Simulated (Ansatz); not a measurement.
# HfB2 (P6/mmm) in Ansatz: notebook

Aim: see how the results for HfB2 move with the level of theory and the settings. Levels: PBE, LDA. Tasks: band structure, single point, equation of state.

Everything below comes from runs of Ansatz 0.2.0. Logs are shortened: lines on timing, memory, paths and dates and some standing lists are left out, and cuts for length are marked.

## 1. The crystal as given

Symmetry: P6/mmm, No. 191, hexagonal system. Conventional cell: a = 3.140 Å, b = 3.140 Å, c = 3.480 Å, α = 90.00°, β = 90.00°, γ = 120.00°. Around Hf (site symmetry 6/mmm) lie 12 B at 2.51 Å. Around B (site symmetry -6m2) lie 3 B at 1.81 Å.

## 2. Band structure, PBE

Contents of input.yaml:

```yaml
crystal:
  lattice:
    - [3.14, 0.0, 0.0]
    - [-1.57, 2.7193197679, 0.0]
    - [0.0, 0.0, 3.48]
  atoms:
    - { symbol: Hf, position: [0.0, 0.0, 0.0] }
    - { symbol: B, position: [0.6666666667, 0.3333333333, 0.5] }
    - { symbol: B, position: [0.3333333333, 0.6666666667, 0.5] }
kpoints:
  mp_grid: { grid: [10, 10, 8] }
  band_path:
    path:
      - [0.0, 0.0, 0.0]
      - [0.5, 0.0, 0.0]
      - [0.3333333333, 0.3333333333, 0.0]
      - [0.0, 0.0, 0.0]
      - [0.0, 0.0, 0.5]
      - [0.5, 0.0, 0.5]
      - [0.3333333333, 0.3333333333, 0.5]
      - [0.0, 0.0, 0.5]
    npoints: 8
scf:
  occupations: { method: fermi_dirac, width: 0.05 }
hamiltonian:
  xc: pbe
  pseudopotentials: { kind: all_electron, lapw: { basis_error: 0.002 } }
output:
  forces: true
  stress: true
  eigenvalues: true
```

Potentials or basis: all-electron LAPW, scalar-relativistic.

Command:

```sh
ansatz run input.yaml --threads 2 --pin off --max-ram 8192MiB --backend cpu --events-out ev --progress --plain --runs-dir out
```

Log:

```text
Warning: RAYON_NUM_THREADS=2 ignored (pool sized by the plan → 2); use --threads N
LAPW: plane waves up to 8.263 Å⁻¹, error target 2.0e-3 eV per atom; small_component_spin mean_spin; B in spheres of 0.906 Å, 5 of its electrons in bands, Dirac shells []; Hf in spheres of 1.409 Å, 42 of its electrons in bands, Dirac shells [] (how accurate: hamiltonian.pseudopotentials.lapw.basis_error, Limitations)
Engine: ansatz 0.2.0, aarch64-unknown-linux-gnu
Pseudopotentials: kind: all_electron
Pseudopotential: Hf, LAPW, valence charge 42, lapw/all_electron/scalar/gaussian/Hf, Koelling and Harmon's equation, gaussian nucleus
Pseudopotential: B, LAPW, valence charge 5, lapw/all_electron/scalar/gaussian/B, Koelling and Harmon's equation, gaussian nucleus
Functional definition: PBE
  parameter kappa = 0.804
  parameter beta = 0.06672455060314922
  exchange = pbe_x(kappa = kappa, mu = beta*pi^2/3)
  correlation = pbe_c(beta = beta)
Crystal: 3 atoms, lattice volume = 29.715 Å³
Basis set: ecut = 260.10729128001725 eV, 291 PW (Γ), exchange–correlation at level 2
Bands: 32, of which v1, the nominal top of the filled ones, is band 26 counted from 1 (25 counted from 0)
Symmetry: 24 space group operations
Space group: P6/mmm (ITA 191), of the structure as read, at distance tolerance 3.1e-5 Å
k-points: 70 of 800
Non-local potential: Hf, projectors of the file, none
Non-local potential: B, projectors of the file, none
Initial density: superposition of atomic densities (chi_scale 0.1, normalization cell, long waves kept (reshape's long-wave potential 0.00 eV rms))
Initial wavefunctions: plane waves of lowest kinetic energy (no species holds an atomic orbital)
Functional: x = pbe(κ = 0.804, μ = 0.2195149727645171), c = pbe(β = 0.06672455060314922)
iter 1 solved again at ethr=6.09e-3 eV; its pass at ethr=1.00e-1 eV (dr2=3.17e0 eV) is discarded
SCF iter   1: F=—  HF=-411606.952615 eV  |F-HF|=—  |Δ(HF+E_count)|=         —  Δρ=7.51e-2  dr2=3.17e0  ethr=6.09e-3  ⟨swp⟩=2.0  Hψ=13879  notcnv=0
preconditioner: auto → Kerker (q_TF=auto, 2.995 Å⁻¹)  [metal: Δε(μ)=0.108 eV  Ē_g=17.596 eV  σ=0.050 eV  W_gap=0.41  n_scr=20 (ndim 8)  ℏωp=37.3 eV  f_vac=0.000  D(μ)=0.40/eV (n_scr^D=0)]
SCF iter   2: F=—  HF=-411605.940003 eV  |F-HF|=—  |Δ(HF+E_count)|=    1.01e0  Δρ=3.88e-2  dr2=8.64e-1  ethr=6.09e-3  ⟨swp⟩=2.6  Hψ=6319  notcnv=0
preconditioner: auto → Resta (q_TF=auto, 2.995 Å⁻¹)  ε∞=4.9  [insulator: Δε(μ)=0.249 eV  Ē_g=18.775 eV  σ=0.050 eV  W_gap=0.68  n_scr=20 (ndim 8)  ℏωp=37.3 eV  f_vac=0.000  D(μ)=0.30/eV (n_scr^D=0)  ε∞_Penn≈4.9]
SCF iter   3: F=—  HF=-411605.744500 eV  |F-HF|=—  |Δ(HF+E_count)|=   1.96e-1  Δρ=1.82e-2  dr2=1.90e-1  ethr=1.66e-3  ⟨swp⟩=2.8  Hψ=6669  notcnv=0
SCF iter   4: F=—  HF=-411605.651390 eV  |F-HF|=—  |Δ(HF+E_count)|=         —  Δρ=8.07e-3  dr2=3.30e-2  ethr=3.65e-4  ⟨swp⟩=2.2  Hψ=6804  notcnv=0
the basis was enlarged: its passes take 211.6 KiB over the memory plan, 2 of 2 planned eigensolver slots
SCF iter   5: F=—  HF=-411605.645124 eV  |F-HF|=—  |Δ(HF+E_count)|=   6.27e-3  Δρ=2.65e-3  dr2=3.33e-3  ethr=6.34e-5  ⟨swp⟩=2.1  Hψ=6454  notcnv=0
iter 6 solved again at ethr=4.99e-7 eV; its pass at ethr=6.40e-6 eV (dr2=2.60e-4 eV) is discarded
SCF iter   6: F=—  HF=-411605.644718 eV  |F-HF|=—  |Δ(HF+E_count)|=   4.05e-4  Δρ=7.48e-4  dr2=2.59e-4  ethr=4.99e-7  ⟨swp⟩=2.0  Hψ=10932  notcnv=0
SCF iter   7: F=—  HF=-411605.644707 eV  |F-HF|=—  |Δ(HF+E_count)|=   1.14e-5  Δρ=9.72e-5  dr2=2.99e-6  ethr=4.99e-7  ⟨swp⟩=2.0  Hψ=6378  notcnv=0
SCF iter   8: F=—  HF=-411605.644706 eV  |F-HF|=—  |Δ(HF+E_count)|=   8.03e-7  Δρ=1.98e-5  dr2=1.09e-7  ethr=5.74e-9  ⟨swp⟩=3.0  Hψ=6611  notcnv=0
SCF iter   9: F=-411605.644706 eV  HF=-411605.644706 eV  |F-HF|=1.05e-9  |Δ(HF+E_count)|=   8.79e-9  Δρ=5.20e-6  dr2=7.99e-9  ethr=2.10e-10  ⟨swp⟩=2.0  Hψ=6374  notcnv=0
SCF 1 converged in 9 iterations: F = -411605.644706 eV  dr2 = 7.99e-9
NSCF: frozen V_eff on 57 k-points
SCF converged after 9 iterations
Free energy (F): -411605.644706 eV
Harris-Foulkes:  -411605.644706 eV  (|F-HF|=1.05e-9)
Internal energy: -411605.642101 eV  (E = F + TS)
E sigma→0 (E₀):  -411605.643404 eV
Entropy (-TS):   -0.002605 eV (-0.868 meV/atom)
Fermi energy:    20.805793 eV
--- Per-component energies (eV) ---
  E_band       = -4387.237373
  E_kinetic    = 457827.960144
  E_xc         = -8640.442481
  E_electrostatic = -860793.159765  (all electrons and nuclei)
  E_smearing   = -0.002605  (= −TS)
  E_closure    = 0.000000  (closes the sum)
  E_atoms      = -411581.895154  (free atoms, spherical and without spin; not in F)
  Σ components = -411605.644706   (vs F -411605.644706, Δ=0.00e0)
  Basis errors (estimates in eV, not in F): energy 8.7e-4 per atom: plane waves 7.9e-4 (4.1e-4 summed), levels above the bands 1.1e-47, relativity 4.3e-8, radial functions 7.3e-5, core shells 4.4e-8; eigenvalues (radial functions only) 7.5e-6; not estimated: angular momenta, meshes, grids; target (lapw.basis_error) 2.0e-3; muffin-tin radii B 0.906 Å, Hf 1.409 Å
--- Forces (eV/Å), atoms counted from 1 ---
  atom   1  Hf     0.00000000    -0.00000000     0.00000000
  atom   2  B      0.00000000     0.00000000     0.00000000
  atom   3  B      0.00000000    -0.00000000     0.00000000
  max |Σ_I F_I| component: 1.85e-17 eV/Å
--- Stress (GPa, compression-positive) ---
        1.282930       0.000000       0.000000
        0.000000       1.282930       0.000000
        0.000000       0.000000       1.852041
  P = ⅓ Tr σ = 1.4726 GPa (14.726 kbar)
--- Band table (eV; the first three rows and the last of 70) ---
  k-point 0: bands = ["-352.4568", "-352.4329", "-352.4329", "-180.3124", "-180.3092", "-180.3092", "-180.2884", "-180.2884", "-152.6499", "-152.6392", "-40.8916", "-9.7514", "-9.2774", "-9.2774", "7.1533", "9.1395", "9.1525", "9.1710", "9.1710", "9.1720", "9.1720", "9.2622", "17.8861", "17.9857", "17.9857", "18.1593", "24.9050", "24.9050", "25.5281", "25.5281", "25.9188", "25.9188"]
  k-point 1: bands = ["-352.4568", "-352.4329", "-352.4329", "-180.3124", "-180.3092", "-180.3092", "-180.2884", "-180.2884", "-152.6498", "-152.6392", "-40.8906", "-9.7928", "-9.2744", "-9.2744", "7.3978", "9.1372", "9.1524", "9.1689", "9.1689", "9.1741", "9.1741", "9.2622", "16.4064", "18.1462", "18.1462", "19.5575", "23.5713", "23.5713", "25.0149", "25.0149", "25.9536", "27.6330"]
  k-point 2: bands = ["-352.4568", "-352.4329", "-352.4329", "-180.3124", "-180.3092", "-180.3092", "-180.2884", "-180.2884", "-152.6498", "-152.6392", "-40.8881", "-9.8909", "-9.2672", "-9.2672", "8.0717", "9.1350", "9.1523", "9.1613", "9.1613", "9.1817", "9.1817", "9.2622", "14.7669", "18.6095", "18.6095", "21.0527", "22.2817", "22.2817", "23.8308", "23.8308", "25.9830", "28.4041"]
  k-point 69: bands = ["-352.4568", "-352.4329", "-352.4329", "-180.3124", "-180.3092", "-180.3092", "-180.2884", "-180.2884", "-152.6452", "-152.6438", "-40.8309", "-9.8324", "-9.8316", "-9.6914", "9.1419", "9.1536", "9.1637", "9.1691", "9.1713", "9.1836", "9.2349", "11.3288", "12.3267", "15.4378", "17.5982", "17.6979", "25.3797", "26.4382", "27.3694", "27.8713", "28.0825", "28.6980"]
```

It took 10 s on 2 threads of Arm Neoverse V1, shared host; peak memory 0.36 GiB.

What came out:

```
Free energy             : -411605.6447 eV
Pressure                : 1.5 GPa
Band gap along the path : none (metal or under the smearing width)
```

Levels at the corners of the path, in eV from the Fermi level:
```
point  band 23  band 24  band 25  band 26  band 27  band 28  band 29  band 30
    Γ    -2.92    -2.82    -2.82    -2.65     4.10     4.10     4.72     4.72
    M    -8.89    -4.04    -3.30    -2.78     2.25     2.80     5.64     5.78
    K    -8.16    -7.64    -2.49    -2.49     1.83     1.83     3.54     9.47
    Γ    -2.92    -2.82    -2.82    -2.65     4.10     4.10     4.72     4.72
    A    -8.27    -1.06    -1.06     0.40     0.40     1.07     1.07     2.31
    L    -7.37    -4.88    -4.63    -2.59     4.13     4.24     6.31     7.27
    H    -9.01    -5.41    -3.08    -3.08     4.55     5.51     7.00     7.00
    A    -8.27    -1.06    -1.06     0.40     0.40     1.07     1.07     2.31
```

Caveat: spin-orbit coupling is left out, which moves the levels of the heavy elements.

## 3. Single point, LDA, 9.31 Å³/atom (volume scaled by 0.94)

Contents of input.yaml:

```yaml
crystal:
  lattice:
    - [3.0759003814, 0.0, 0.0]
    - [-1.5379501907, 2.6638078698, 0.0]
    - [0.0, 0.0, 3.4089596583]
  atoms:
    - { symbol: Hf, position: [0.0, 0.0, 0.0] }
    - { symbol: B, position: [0.6666666667, 0.3333333333, 0.5] }
    - { symbol: B, position: [0.3333333333, 0.6666666667, 0.5] }
kpoints:
  mp_grid: { grid: [10, 10, 8] }
scf:
  occupations: { method: fermi_dirac, width: 0.05 }
hamiltonian:
  xc: lda
  pseudopotentials: { kind: all_electron, lapw: { basis_error: 0.002 } }
output:
  forces: true
  stress: true
  eigenvalues: true
```

Potentials or basis: all-electron LAPW, scalar-relativistic.

Command:

```sh
ansatz run input.yaml --threads 2 --pin off --max-ram 8192MiB --backend cpu --events-out ev --progress --plain --runs-dir out
```

Log:

```text
Warning: RAYON_NUM_THREADS=2 ignored (pool sized by the plan → 2); use --threads N
LAPW: plane waves up to 8.490 Å⁻¹, error target 2.0e-3 eV per atom; small_component_spin mean_spin; B in spheres of 0.888 Å, 5 of its electrons in bands, Dirac shells []; Hf in spheres of 1.379 Å, 42 of its electrons in bands, Dirac shells [] (how accurate: hamiltonian.pseudopotentials.lapw.basis_error, Limitations)
[... 4 set-up lines as earlier in the session ...]
Functional definition: SPW92
  exchange = slater_x
  correlation = pw_c
Crystal: 3 atoms, lattice volume = 27.932 Å³
Basis set: ecut = 274.6422693882471 eV, 291 PW (Γ), exchange–correlation at level 2
Bands: 32, of which v1, the nominal top of the filled ones, is band 26 counted from 1 (25 counted from 0)
[... 1 set-up line as earlier in the session ...]
[... 29 lines left out ...]
  E_band       = -4307.674522
  E_kinetic    = 457423.630185
  E_xc         = -8382.878074
  E_electrostatic = -860390.111356  (all electrons and nuclei)
  E_smearing   = -0.002521  (= −TS)
  E_closure    = 0.000000  (closes the sum)
  E_atoms      = -411323.004037  (free atoms, spherical and without spin; not in F)
  Σ components = -411349.361766   (vs F -411349.361766, Δ=0.00e0)
  Basis errors (estimates in eV, not in F): energy 9.1e-4 per atom: plane waves 8.1e-4 (4.2e-4 summed), levels above the bands 1.3e-53, relativity 5.9e-9, radial functions 1.0e-4, core shells 9.1e-8; eigenvalues (radial functions only) 8.6e-6; not estimated: angular momenta, meshes, grids; target (lapw.basis_error) 2.0e-3; muffin-tin radii B 0.888 Å, Hf 1.379 Å
--- Forces (eV/Å), atoms counted from 1 ---
  atom   1  Hf     0.00000000     0.00000000     0.00000000
  atom   2  B      0.00000000     0.00000000    -0.00000000
  atom   3  B      0.00000000    -0.00000000     0.00000000
  max |Σ_I F_I| component: 1.11e-16 eV/Å
--- Stress (GPa, compression-positive) ---
        7.013187       0.000000      -0.000000
        0.000000       7.013187      -0.000000
       -0.000000      -0.000000       5.102860
  P = ⅓ Tr σ = 6.3764 GPa (63.764 kbar)
--- Band table (eV; the first three rows and the last of 70) ---
  k-point 0: bands = ["-350.3145", "-350.2873", "-350.2873", "-178.6820", "-178.6785", "-178.6785", "-178.6553", "-178.6553", "-149.1046", "-149.0895", "-39.6483", "-8.5734", "-8.0048", "-8.0048", "7.9931", "10.3536", "10.3638", "10.3910", "10.3910", "10.3917", "10.3917", "10.4971", "18.7292", "18.8770", "18.8770", "19.2854", "26.1338", "26.1338", "26.8016", "26.8016", "27.2444", "27.2444"]
  k-point 1: bands = ["-350.3145", "-350.2873", "-350.2873", "-178.6820", "-178.6785", "-178.6785", "-178.6553", "-178.6553", "-149.1046", "-149.0895", "-39.6469", "-8.6268", "-8.0010", "-8.0010", "8.2654", "10.3506", "10.3636", "10.3869", "10.3869", "10.3955", "10.3955", "10.4971", "17.3863", "19.0480", "19.0480", "20.5501", "24.7252", "24.7252", "26.2526", "26.2526", "27.5561", "29.0555"]
  k-point 2: bands = ["-350.3145", "-350.2873", "-350.2873", "-178.6820", "-178.6785", "-178.6785", "-178.6553", "-178.6553", "-149.1046", "-149.0895", "-39.6434", "-8.7530", "-7.9916", "-7.9916", "9.0160", "10.3462", "10.3633", "10.3770", "10.3770", "10.4050", "10.4050", "10.4972", "15.7423", "19.5426", "19.5426", "22.0571", "23.3519", "23.3519", "24.9899", "24.9899", "27.4371", "30.1135"]
  k-point 69: bands = ["-350.3145", "-350.2873", "-350.2873", "-178.6820", "-178.6785", "-178.6785", "-178.6553", "-178.6553", "-149.0980", "-149.0961", "-39.5667", "-8.6915", "-8.6787", "-8.5177", "10.3481", "10.3624", "10.3832", "10.3891", "10.3925", "10.4020", "10.4646", "12.2249", "13.2243", "16.4260", "18.6816", "18.6971", "26.7094", "27.9105", "28.9862", "29.3534", "29.7036", "30.2170"]
```

It took 7.3 s on 2 threads of Arm Neoverse V2, shared host; peak memory 0.35 GiB.

What came out:

```yaml
Free_energy: -411349.3618 eV
Pressure: 6.4 GPa
Band_gap_on_the_k_mesh: none (metal or under the smearing width)
```

## 4. Single point, LDA, 9.51 Å³/atom (volume scaled by 0.96)

input.yaml: that of step 3 with these lines changed.

```diff
@@ -2,5 +2,5 @@
   lattice:
-    - [3.0759003814, 0.0, 0.0]
-    - [-1.5379501907, 2.6638078698, 0.0]
-    - [0.0, 0.0, 3.4089596583]
+    - [3.0975623654, 0.0, 0.0]
+    - [-1.5487811827, 2.6825676982, 0.0]
+    - [0.0, 0.0, 3.4329672075]
   atoms:
```

Command:

```sh
ansatz run input.yaml --threads 2 --pin off --max-ram 8192MiB --backend cpu --events-out ev --progress --plain --runs-dir out
```

Run time: 7.2 s. Hardware: 2 threads of Arm Neoverse V2, shared host; peak memory 0.35 GiB.

Results (log left out):

| Item | Value |
| --- | --- |
| Free energy | -411349.3740 eV |
| Pressure | 0.3 GPa |
| Band gap on the k mesh | none (metal or under the smearing width) |

## 5. Single point, LDA, 9.71 Å³/atom (volume scaled by 0.98)

input.yaml: that of step 4 with these lines changed.

```diff
@@ -2,5 +2,5 @@
   lattice:
-    - [3.0975623654, 0.0, 0.0]
-    - [-1.5487811827, 2.6825676982, 0.0]
-    - [0.0, 0.0, 3.4329672075]
+    - [3.1189255395, 0.0, 0.0]
+    - [-1.5594627698, 2.7010687497, 0.0]
+    - [0.0, 0.0, 3.4566435916]
   atoms:
```

Command:

```sh
ansatz run input.yaml --threads 2 --pin off --max-ram 8192MiB --backend cpu --events-out ev --progress --plain --runs-dir out
```

Run time: 7.3 s. Hardware: 2 threads of Arm Neoverse V2, shared host; peak memory 0.35 GiB.

It converged, with:

```
Free energy            : -411349.3648 eV
Pressure               : -5.1 GPa
Band gap on the k mesh : none (metal or under the smearing width)
```

## 6. Single point, LDA, 9.90 Å³/atom

input.yaml: that of step 5 with these lines changed.

```diff
@@ -2,5 +2,5 @@
   lattice:
-    - [3.1189255395, 0.0, 0.0]
-    - [-1.5594627698, 2.7010687497, 0.0]
-    - [0.0, 0.0, 3.4566435916]
+    - [3.14, 0.0, 0.0]
+    - [-1.57, 2.7193197679, 0.0]
+    - [0.0, 0.0, 3.48]
   atoms:
```

Potentials or basis: all-electron LAPW, scalar-relativistic.

Command:

```sh
ansatz run input.yaml --threads 2 --pin off --max-ram 8192MiB --backend cpu --events-out ev --progress --plain --runs-dir out
```

Wall time 7.5 s (2 threads of Arm Neoverse V2, shared host); peak memory 0.35 GiB.

It converged, with:

| Item | Value |
| --- | --- |
| Free energy | -411349.3364 eV |
| Pressure | -10.1 GPa |
| Band gap on the k mesh | none (metal or under the smearing width) |

## 7. Single point, LDA, 10.10 Å³/atom (volume scaled by 1.02)

input.yaml: that of step 6 with these lines changed.

```diff
@@ -2,5 +2,5 @@
   lattice:
-    - [3.14, 0.0, 0.0]
-    - [-1.57, 2.7193197679, 0.0]
-    - [0.0, 0.0, 3.48]
+    - [3.160795308, 0.0, 0.0]
+    - [-1.580397654, 2.7373290329, 0.0]
+    - [0.0, 0.0, 3.5030470293]
   atoms:
```

Command:

```sh
ansatz run input.yaml --threads 2 --pin off --max-ram 8192MiB --backend cpu --events-out ev --progress --plain --runs-dir out
```

It took 7.4 s on 2 threads of Arm Neoverse V2, shared host; peak memory 0.35 GiB.

Results (log left out):

| Quantity | Value |
| --- | --- |
| Free energy | -411349.2905 eV |
| Pressure | -14.6 GPa |
| Band gap on the k mesh | none (metal or under the smearing width) |

## 8. Single point, LDA, 10.30 Å³/atom (volume scaled by 1.04)

input.yaml: that of step 7 with these lines changed.

```diff
@@ -2,5 +2,5 @@
   lattice:
-    - [3.160795308, 0.0, 0.0]
-    - [-1.580397654, 2.7373290329, 0.0]
-    - [0.0, 0.0, 3.5030470293]
+    - [3.181320528, 0.0, 0.0]
+    - [-1.590660264, 2.7551043948, 0.0]
+    - [0.0, 0.0, 3.5257947253]
   atoms:
```

Command:

```sh
ansatz run input.yaml --threads 2 --pin off --max-ram 8192MiB --backend cpu --events-out ev --progress --plain --runs-dir out
```

Run time: 7.5 s. Hardware: 2 threads of Arm Neoverse V2, shared host; peak memory 0.35 GiB.

Results (log left out):

* Free energy: -411349.2288 eV
* Pressure: -18.6 GPa
* Band gap on the k mesh: none (metal or under the smearing width)

## 9. Single point, LDA, 10.50 Å³/atom (volume scaled by 1.06)

input.yaml: that of step 8 with these lines changed.

```diff
@@ -2,5 +2,5 @@
   lattice:
-    - [3.181320528, 0.0, 0.0]
-    - [-1.590660264, 2.7551043948, 0.0]
-    - [0.0, 0.0, 3.5257947253]
+    - [3.2015842624, 0.0, 0.0]
+    - [-1.6007921312, 2.7726533036, 0.0]
+    - [0.0, 0.0, 3.548252622]
   atoms:
```

Potentials or basis: all-electron LAPW, scalar-relativistic.

Command:

```sh
ansatz run input.yaml --threads 2 --pin off --max-ram 8192MiB --backend cpu --events-out ev --progress --plain --runs-dir out
```

Run time: 6.7 s. Hardware: 2 threads of Arm Neoverse V2, shared host; peak memory 0.34 GiB.

The run converged. Its results:

| Property | Result |
| --- | --- |
| Free energy | -411349.1529 eV |
| Pressure | -22.3 GPa |
| Band gap on the k mesh | none (metal or under the smearing width) |

## 10. Equation of state, LDA

No new run: the results of the series are fitted here.

Results:

```
Equilibrium volume                        : 9.52 Å³/atom
Bulk modulus at fixed shape and positions : 275 GPa
Pressure derivative of the bulk modulus   : 3.9
```

Energy against volume, from the lowest point:
```
volume (Å³/atom)  energy (meV/atom)
           9.311               4.07
           9.509               0.00
           9.707               3.05
           9.905              12.53
          10.103              27.83
          10.301              48.38
          10.499              73.69
```

Caveat: the cell was scaled at fixed shape and fractional positions, which overstates the stiffness of a crystal with free parameters, most of all of layers and chains. Spin-orbit coupling is left out, which matters for the levels of Hf.

## 11. The reference run

An earlier run on the cell as given: functional PBEsol; potentials or basis all-electron LAPW, scalar-relativistic; cutoff 287 eV (chosen from the basis error); basis error allowed 0.001 eV/atom; k mesh 10 × 10 × 8; occupations fermi-dirac, width 0.05 eV; no spin polarisation.

- Pressure: -4.3 GPa
- Band gap on the k mesh: none (metal or under the smearing width)
- Loewdin charges: Hf +0.66; B -0.32 e

## 12. Summary

| task | level | cutoff (eV) | basis error allowed | pressure (GPa) |
| --- | --- | --- | --- | --- |
| band structure | PBE | 260 | 0.002 eV/atom | 1.5 |
| equation of state | LDA | - | 0.002 eV/atom | - |
| single point | PBEsol | 287 | 0.001 eV/atom | -4.3 |

Alike in all rows: potentials or basis all-electron LAPW, scalar-relativistic; no spin polarisation; cell as given; k mesh 10 × 10 × 8; smearing fermi-dirac 0.05 eV.

Caveats: spin-orbit coupling is left out, which moves the levels of the heavy elements (some runs); the cell was scaled at fixed shape and fractional positions, which overstates the stiffness of a crystal with free parameters, most of all of layers and chains (some runs).

Compare energies only between runs with the same functional and basis.
